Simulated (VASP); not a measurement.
# TiTe2 (P-3m1) in VASP: further runs

One crystal, TiTe2, is run at these levels: PBE, LDA, r2SCAN; tasks: band structure, density of states.

All numbers are computed with VASP 6.6.1; they aren't measurements. Logs are shortened: lines on timing, memory, paths and dates and some standing lists are left out, and cuts for length are marked.

### Step 1. Starting point

The structure is trigonal, space group P-3m1 (No. 164). Conventional cell: a = 3.696 Å, b = 3.696 Å, c = 6.373 Å, α = 90.00°, β = 90.00°, γ = 120.00°. Ti (site symmetry -3m) has 6 Te at 2.75 Å as nearest neighbours. Te (site symmetry 3m) has 3 Ti at 2.75 Å as nearest neighbours.

### Step 2. Band structure, PBE

The input, INCAR:

```
SYSTEM = TiTe2
PREC = Accurate
ENCUT = 520
EDIFF = 1E-7
ISMEAR = 1
SIGMA = 0.1
LREAL = .FALSE.
LASPH = .TRUE.
NELM = 80
ALGO = Normal
ISIF = 2
LWAVE = .FALSE.
LCHARG = .FALSE.
LMAXMIX = 4
GGA = PE
KPAR = 4
```

The input, KPOINTS:

```
Automatic mesh
0
G
  12 12 6
  0 0 0
```

The input, POSCAR:

```
TiTe2                                   
1.0
    3.6961190301      0.0000000000      0.0000000000
   -1.8480595151      3.2009329755      0.0000000000
   -0.0000000000     -0.0000000000      6.3729563717
  Ti              Te            
     1     2
Direct
     0.0000000000000000    0.0000000000000000    1.0000000000000000
     0.6666666667000030    0.3333333332999970    0.2716629712386900
     0.3333333332999970    0.6666666667000030    0.7283370287613099
```

The input, KPOINTS_OPT:

```
explicit points
258
Reciprocal
 0.0000000000  0.0000000000  0.0000000000 1
 0.0263157895  0.0000000000  0.0000000000 1
 0.0526315789  0.0000000000  0.0000000000 1
 0.0789473684  0.0000000000  0.0000000000 1
 0.1052631579  0.0000000000  0.0000000000 1
 0.1315789474  0.0000000000  0.0000000000 1
[... 250 lines left out ...]
 0.5000000000  0.0000000000  0.0361966100 1
 0.5000000000  0.0000000000 -0.0361966100 1
```

Potentials or basis: VASP PAW PBE potentials, release 64 (Ti_sv, Te).

Launch:

```bash
$ cat potpaw_PBE.64/Ti_sv/POTCAR potpaw_PBE.64/Te/POTCAR > POTCAR
$ mpirun -np 4 vasp_std > vasp.out
```

OUTCAR:

```text
SYSTEM = TiTe2
   PREC = Accurate
   ENCUT = 520
   EDIFF = 1E-7
   ISMEAR = 1
   LREAL = .FALSE.
   LASPH = .TRUE.
   NELM = 80
   ISIF = 2
   GGA = PE

 ion  position               nearest neighbor table
   1  0.000  0.000  0.000-   2 2.75   3 2.75   2 2.75   3 2.75   2 2.75   3 2.75
   2  0.667  0.333  0.272-   1 2.75   1 2.75   1 2.75   3 3.61   3 3.61   3 3.61
   3  0.333  0.667  0.728-   1 2.75   1 2.75   1 2.75   2 3.61   2 3.61   2 3.61

  LATTYP: Found a hexagonal cell.
 ALAT       =     3.6961190301
 C/A-ratio  =     1.7242292036

  Lattice vectors:

 A1 = (   3.6961190301,   0.0000000000,   0.0000000000)
 A2 = (  -1.8480595151,   3.2009329755,   0.0000000000)
 A3 = (   0.0000000000,   0.0000000000,   6.3729563717)

Analysis of symmetry for initial positions (statically):
=====================================================================
 Subroutine PRICEL returns:
 Original cell was already a primitive cell.

 Routine SETGRP: Setting up the symmetry group for a
 hexagonal supercell.

 Subroutine GETGRP returns: Found 12 space group operations
 (whereof 12 operations were pure point group operations)
 out of a pool of 24 trial point group operations.

The static configuration has the point symmetry D_3d.

Analysis of symmetry for dynamics (positions and initial velocities):
=====================================================================
 Subroutine PRICEL returns:
 Original cell was already a primitive cell.

 Routine SETGRP: Setting up the symmetry group for a
 hexagonal supercell.

 Subroutine GETGRP returns: Found 12 space group operations
 (whereof 12 operations were pure point group operations)
 out of a pool of 24 trial point group operations.

The dynamic configuration has the point symmetry D_3d.

 Subroutine INISYM returns: Found 12 space group operations
 (whereof 12 operations are pure point group operations),
 and found     1 'primitive' translations

----------------------------------------------------------------------------------------

                                     Primitive cell

  volume of cell :      75.3986

  direct lattice vectors                    reciprocal lattice vectors
     3.696119030  0.000000000  0.000000000     0.270554057  0.156204458  0.000000000
    -1.848059515  3.200932976  0.000000000     0.000000000  0.312408916  0.000000000
     0.000000000  0.000000000  6.372956372     0.000000000  0.000000000  0.156913047

  length of vectors
     3.696119030  3.696119030  6.372956372     0.312408916  0.312408916  0.156913047

  position of ions in fractional coordinates (direct lattice)
     0.000000000  0.000000000  0.000000000
     0.666666667  0.333333333  0.271662971
     0.333333333  0.666666667  0.728337029

  ion indices of the primitive-cell ions
   primitive index   ion index
                 1           1
                 2           2
                 3           3

----------------------------------------------------------------------------------------

 KPOINTS: Automatic mesh

Automatic generation of k-mesh.
 Grid dimensions read from file:
 generate k-points for:   12   12    6

 Generating k-lattice:

  Cartesian coordinates                     Fractional coordinates (reciprocal lattice)
     0.022546171  0.013017038  0.000000000     0.083333333  0.000000000  0.000000000
     0.000000000  0.026034076  0.000000000     0.000000000  0.083333333  0.000000000
     0.000000000  0.000000000  0.026152174     0.000000000  0.000000000  0.166666667

  Length of vectors
     0.026034076  0.026034076  0.026152174

  Shift w.r.t. Gamma in fractional coordinates (k-lattice)
     0.000000000  0.000000000  0.000000000

 Subroutine IBZKPT returns following result:
 ===========================================

 Found    100 irreducible k-points:

 Following reciprocal coordinates:
            Coordinates               Weight
  0.000000  0.000000  0.000000      1.000000
  0.083333  0.000000  0.000000      6.000000
  0.166667  0.000000  0.000000      6.000000
  0.250000  0.000000  0.000000      6.000000
  0.333333 -0.000000  0.000000      6.000000
  0.416667  0.000000  0.000000      6.000000
[... 16 lines left out ...]
  0.166667  0.000000  0.166667      6.000000
  0.000000  0.166667  0.166667      6.000000
 [... further k-points ...]
   k-points           NKPTS =    100   k-points in BZ     NKDIM =    100   number of bands    NBANDS=     16
   number of dos      NEDOS =    301   number of ions     NIONS =      3
   total plane-waves  NPLWV =  37632
   dimension x,y,z NGX =    28 NGY =   28 NGZ =   48
   dimension x,y,z NGXF=    56 NGYF=   56 NGZF=   96
   ions per type =               1   2
   NGX,Y,Z   is equivalent  to a cutoff of  12.59, 12.59, 12.52 a.u.
   NGXF,Y,Z  is equivalent  to a cutoff of  25.19, 25.19, 25.04 a.u.
 SYSTEM =  TiTe2
   PREC   = accura    normal or accurate (medium, high low for compatibility)
   ISTART =      0    job   : 0-new  1-cont  2-samecut
   ICHARG =      2    charge: 1-file 2-atom 10-const
   ISPIN  =      1    spin polarized calculation?
   LNONCOLLINEAR =      F non collinear calculations
   LSORBIT =      F    spin-orbit coupling
   LASPH  =      T    aspherical Exc in radial PAW
   ENCUT  =  520.0 eV  38.22 Ry    6.18 a.u.   6.87  6.87 11.85*2*pi/ulx,y,z
   NELM   =     80;   NELMIN=  2; NELMDL= -5     # of ELM steps
   EDIFF  = 0.1E-06   stopping-criterion for ELM
   LREAL  =      F    real-space projection
   EDIFFG = 0.1E-05   stopping-criterion for IOM
   NSW    =      0    number of steps for IOM
   IBRION =     -1    ionic relax: 0-MD 1-quasi-New 2-CG
   NFREE  =      0    steps in history (QN), initial steepest desc. (CG)
   ISIF   =      2    stress and relaxation
   ISYM   =      2    0-nonsym 1-usesym 2-fastsym
   POTIM  = 0.5000    time-step for ionic-motion
   TEBEG  =    0.0;   TEEND  =   0.0 temperature during run
   PSTRESS=    0.0 pullay stress
   NELECT =      24.0000    total number of electrons
   NUPDOWN=      -1.0000    fix difference up-down
   EMIN   =  10.00;   EMAX   =-10.00  energy-range for DOS
   EFERMI =   0.00;   METHOD = LEGACY
   ISMEAR =     1;   SIGMA  =   0.10  broadening in eV -4-tet -1-fermi 0-gaus
   EFERMI_NEDOS =   21; number of points for ismear=-14 and -15
   IALGO  =     38    algorithm
   IMIX   =      4    mixing-type and parameters
     AMIX     =   0.40;   BMIX     =  1.00
     AMIX_MAG =   1.60;   BMIX_MAG =  1.00
  volume/ion in A,a.u.               =      25.13       169.61
  Fermi-wavevector in a.u.,A,eV,Ry     =   1.117783  2.112303 16.999641  1.249438
  Thomas-Fermi vector in A             =   2.254408
   LORBIT       =      0    0 simple, 1 ext, 2 COOP (PROOUT), +10 PAW based schemes
   GGA     = PE    functional components
   LHFCALC =     F    Hartree Fock is set to
   AEXX    =    0.0000 exact exchange contribution
   IVDW    =     0    specifies the selected vdW correction
   LEPSILON=     F    determine dielectric tensor
   LRPA    =     F    only Hartree local field effects (RPA)
 non-spin polarized calculation
 Methfessel and Paxton  Order N= 1 SIGMA  =   0.10
  energy-cutoff  :      520.00
  volume of cell :       75.40
 maximum number of plane-waves:      2064
   NGX = 13   NGY = 13   NGZ = 23

 number of electron      24.0000002 magnetization

 Free energy of the ion-electron system (eV)
  ---------------------------------------------------
  ext. energy  EPLUGINS =         0.00000000
  ---------------------------------------------------
  free energy    TOTEN  =       -16.14522618 eV

  energy without entropy =      -16.14547094  energy(sigma->0) =      -16.14530777

 E-fermi :   7.6417     XC(G=0): -10.1822

 val. band max:        7.6384206050   @ k =   0.3333  -0.0000   0.5000
 cond. band min:       7.6441695850   @ k =   0.0000   0.4167   0.1667
 fundamental gap:      0.0057489800
 Fermi energy:         7.6417146144

 k-point     1 :       0.0000    0.0000    0.0000
  band No.  band energies     occupation
      1     -49.7455      2.00000
      2     -26.0111      2.00000
      3     -26.0111      2.00000
      4     -25.9747      2.00000
      5      -5.1558      2.00000
      6      -3.4406      2.00000
[... 8 lines left out ...]
     15       8.9065     -0.00000
     16      10.7156      0.00000

 k-point     2 :       0.0833    0.0000    0.0000
  band No.  band energies     occupation
      1     -49.7452      2.00000
      2     -26.0147      2.00000
      3     -26.0119      2.00000
      4     -25.9738      2.00000
      5      -5.0717      2.00000
      6      -3.3952      2.00000
[... 8 lines left out ...]
     15       8.9849     -0.00000
     16      10.5259      0.00000

 k-point     3 :       0.1667    0.0000    0.0000
  band No.  band energies     occupation
      1     -49.7445      2.00000
      2     -26.0245      2.00000
      3     -26.0141      2.00000
      4     -25.9715      2.00000
      5      -4.8258      2.00000
      6      -3.2679      2.00000
[... 8 lines left out ...]
     15       9.0077     -0.00000
     16      10.5336      0.00000

 k-point     4 :       0.2500    0.0000    0.0000
  band No.  band energies     occupation
      1     -49.7435      2.00000
      2     -26.0379      2.00000
      3     -26.0172      2.00000
      4     -25.9684      2.00000
      5      -4.4393      2.00000
      6      -3.0885      2.00000
[... 8 lines left out ...]
     15       8.9384     -0.00000
     16      10.7500      0.00000

 k-point     5 :       0.3333   -0.0000    0.0000
  band No.  band energies     occupation
      1     -49.7424      2.00000
      2     -26.0512      2.00000
      3     -26.0203      2.00000
      4     -25.9652      2.00000
      5      -3.9570      2.00000
      6      -2.9182      2.00000
[... 8 lines left out ...]
     15       9.0497     -0.00000
     16      10.6550      0.00000

 k-point     6 :       0.4167    0.0000    0.0000
  band No.  band energies     occupation
      1     -49.7417      2.00000
      2     -26.0609      2.00000
      3     -26.0225      2.00000
      4     -25.9629      2.00000
      5      -3.4667      2.00000
      6      -2.8529      2.00000
[... 8 lines left out ...]
     15       9.2133     -0.00000
     16      10.2443      0.00000
[... 267 lines left out ...]
 k-point    21 :       0.0833    0.0000    0.1667
  band No.  band energies     occupation
      1     -49.7452      2.00000
      2     -26.0147      2.00000
      3     -26.0119      2.00000
      4     -25.9738      2.00000
      5      -4.9909      2.00000
      6      -3.5605      2.00000
[... 8 lines left out ...]
     15       9.0666     -0.00000
     16      10.5659      0.00000

 k-point    22 :       0.0000    0.0833    0.1667
  band No.  band energies     occupation
      1     -49.7452      2.00000
      2     -26.0147      2.00000
      3     -26.0119      2.00000
      4     -25.9738      2.00000
      5      -4.9901      2.00000
      6      -3.5622      2.00000
[... 8 lines left out ...]
     15       9.0469     -0.00000
     16      10.3823      0.00000

 k-point    23 :       0.1667    0.0000    0.1667
  band No.  band energies     occupation
      1     -49.7445      2.00000
      2     -26.0245      2.00000
      3     -26.0141      2.00000
      4     -25.9715      2.00000
      5      -4.7520      2.00000
      6      -3.4098      2.00000
[... 8 lines left out ...]
     15       9.1955     -0.00000
     16      10.3361      0.00000

 k-point    24 :       0.0000    0.1667    0.1667
  band No.  band energies     occupation
      1     -49.7445      2.00000
      2     -26.0245      2.00000
      3     -26.0141      2.00000
      4     -25.9715      2.00000
      5      -4.7455      2.00000
      6      -3.4233      2.00000
[... 8 lines left out ...]
     15       8.9117     -0.00000
     16      10.4425      0.00000

 [... further k-points ...]
[... 5 lines left out ...]
  --------------------------------------------------------------------------------------
  -------------------------------------------------------------------------------------
  Total        1.5622754      1.5622754      1.6010888     -0.0000000      0.0000000     -0.0000000
  in kB       33.1974480     33.1974480     34.0222096     -0.0000000      0.0000000     -0.0000000
  external PRESSURE =      33.4723685 kB  Pullay stress =       0.0000000 kB

 VOLUME and BASIS-vectors are now :
 -----------------------------------------------------------------------------
  energy-cutoff  :      520.00
  volume of cell :       75.40
      direct lattice vectors                 reciprocal lattice vectors
     3.696119030  0.000000000  0.000000000     0.270554057  0.156204458  0.000000000
    -1.848059515  3.200932976  0.000000000     0.000000000  0.312408916  0.000000000
     0.000000000  0.000000000  6.372956372     0.000000000  0.000000000  0.156913047

 POSITION                                       TOTAL-FORCE (eV/Angst)
 -----------------------------------------------------------------------------------
      0.00000      0.00000      0.00000        -0.000000      0.000000      0.000000
      1.84806      1.06698      1.73130         0.000000      0.000000     -0.008516
     -0.00000      2.13396      4.64166        -0.000000      0.000000      0.008516
 -----------------------------------------------------------------------------------
    total drift:                                0.000000     -0.000000     -0.000000

  FREE ENERGIE OF THE ION-ELECTRON SYSTEM (eV)
  ---------------------------------------------------
  free  energy   TOTEN  =       -16.1452261847 eV

  energy  without entropy=      -16.1454709351  energy(sigma->0) =      -16.14530777
```

It took 85 s on 4 MPI ranks of AMD EPYC 7R13 (Zen 3), shared host; peak memory 0.31 GiB.

What came out:

```yaml
Free_energy: -16.1452 eV
Pressure: 3.3 GPa
Largest_force: 0.009 eV/Å
Band_gap_along_the_path: none (metal or under the smearing width)
```

Forces in eV/Å, atoms in the order of the input:
```
Ti   0.000  0.000  0.000
Te   0.000  0.000 -0.009
Te   0.000  0.000  0.009
```

Stress tensor (GPa, compression positive):
```
3.32 0.00 0.00
0.00 3.32 0.00
0.00 0.00 3.40
```

Levels at the corners of the path, in eV from the Fermi level:
```tsv
point	band 10	band 11	band 12	band 13	band 14	band 15
Γ	0.23	0.43	0.43	0.71	1.26	1.26
M	-2.55	-1.74	-1.20	-0.06	1.26	1.63
M	-2.55	-1.74	-1.20	-0.06	1.26	1.63
K	-2.50	-2.49	-2.49	1.11	1.54	1.54
K	-2.50	-2.49	-2.49	1.11	1.54	1.54
Γ	0.23	0.43	0.43	0.71	1.26	1.26
Γ	0.23	0.43	0.43	0.71	1.26	1.26
A	-1.53	0.42	0.42	0.83	0.83	1.08
A	-1.53	0.42	0.42	0.83	0.83	1.08
L	-2.11	-0.94	-0.47	-0.41	1.26	1.62
L	-2.11	-0.94	-0.47	-0.41	1.26	1.62
H	-3.60	-1.78	-1.78	0.97	0.97	1.12
H	-3.60	-1.78	-1.78	0.97	0.97	1.12
A	-1.53	0.42	0.42	0.83	0.83	1.08
L	-2.11	-0.94	-0.47	-0.41	1.26	1.62
M	-2.55	-1.74	-1.20	-0.06	1.26	1.63
K	-2.50	-2.49	-2.49	1.11	1.54	1.54
H	-3.60	-1.78	-1.78	0.97	0.97	1.12
```

Caveat: spin-orbit coupling is left out, which moves the levels of the heavy elements; this functional lacks dispersion, which binds the layers, so the pressure and a relaxed spacing across them are unreliable.

### Step 3. Band structure, LDA

INCAR, as its differences from that of step 2:

```diff
@@ -14,3 +14,3 @@
 LMAXMIX = 4
-GGA = PE
+GGA = CA
 KPAR = 4
```

KPOINTS is that of step 2.

POSCAR is that of step 2.

KPOINTS_OPT is that of step 2.

Potentials or basis: VASP PAW LDA potentials, release 64 (Ti_sv, Te).

Launch:

```bash
$ cat potpaw_LDA.64/Ti_sv/POTCAR potpaw_LDA.64/Te/POTCAR > POTCAR
$ mpirun -np 4 vasp_std > vasp.out
```

It took 84 s on 4 MPI ranks of AMD EPYC 7R13 (Zen 3), shared host; peak memory 0.29 GiB.

Results (log left out):

```
Free energy             : -18.3325 eV
Pressure                : -2.0 GPa
Largest force           : 0.296 eV/Å
Band gap along the path : none (metal or under the smearing width)
```

Forces on the atoms (eV/Å):
```
Ti   0.000  0.000  0.000
Te   0.000  0.000 -0.296
Te   0.000  0.000  0.296
```

Stress tensor (GPa, compression positive):
```
-1.86  0.00  0.00
 0.00 -1.86  0.00
 0.00  0.00 -2.31
```

Levels at the corners of the path, in eV from the Fermi level:
```
point  band 9  band 10  band 11  band 12  band 13  band 14  band 15  band 16
    Γ   -1.59     0.21     0.42     0.42     0.75     1.29     1.29     3.10
    M   -2.91    -2.52    -1.70    -1.15    -0.06     1.25     1.59     2.43
    M   -2.91    -2.52    -1.70    -1.15    -0.06     1.25     1.59     2.43
    K   -3.91    -2.44    -2.44    -2.44     1.07     1.53     1.53     2.13
    K   -3.91    -2.44    -2.44    -2.44     1.07     1.53     1.53     2.13
    Γ   -1.59     0.21     0.42     0.42     0.75     1.29     1.29     3.10
    Γ   -1.59     0.21     0.42     0.42     0.75     1.29     1.29     3.10
    A   -1.50    -1.50     0.41     0.41     0.85     0.85     1.06     3.67
    A   -1.50    -1.50     0.41     0.41     0.85     0.85     1.06     3.67
    L   -2.57    -2.08    -0.88    -0.43    -0.42     1.24     1.58     2.59
    L   -2.57    -2.08    -0.88    -0.43    -0.42     1.24     1.58     2.59
    H   -3.76    -3.56    -1.74    -1.74     0.95     0.95     1.08     3.22
    H   -3.76    -3.56    -1.74    -1.74     0.95     0.95     1.08     3.22
    A   -1.50    -1.50     0.41     0.41     0.85     0.85     1.06     3.67
    L   -2.57    -2.08    -0.88    -0.43    -0.42     1.24     1.58     2.59
    M   -2.91    -2.52    -1.70    -1.15    -0.06     1.25     1.59     2.43
    K   -3.91    -2.44    -2.44    -2.44     1.07     1.53     1.53     2.13
    H   -3.76    -3.56    -1.74    -1.74     0.95     0.95     1.08     3.22
```

Caveat: spin-orbit coupling is left out, which moves the levels of the heavy elements.

(Continued in part 2 of 2.)
